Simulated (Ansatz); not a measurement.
The system is Fe.

```
CELL_PARAMETERS angstrom
-1.44300 1.44300 1.44300
1.44300 -1.44300 1.44300
1.44300 1.44300 -1.44300
ATOMIC_POSITIONS crystal
Fe 0.00000 0.00000 0.00000
```

Program: Ansatz 0.2.0. Alike in all runs: potentials or basis all-electron LAPW, scalar-relativistic; spin collinear, ferromagnetic start; cell as given; k mesh 13 × 13 × 13; cutoff (eV) 303; basis error allowed 0.001 eV/atom.

Order these runs on this cell by their pressure, lowest first.
A. level PBE; smearing gaussian 0.012 eV
B. level revPBE; smearing fermi-dirac 0.05 eV
C. level PBEsol; smearing fermi-dirac 0.05 eV
D. level LDA; smearing fermi-dirac 0.05 eV

D (-26.1 GPa), C (-18.1 GPa), A (-9.8 GPa), B (-5.3 GPa).

Caveats: so large a pressure means that the cell lies far from this level's equilibrium, or that cutoff or potentials fall short (some runs).
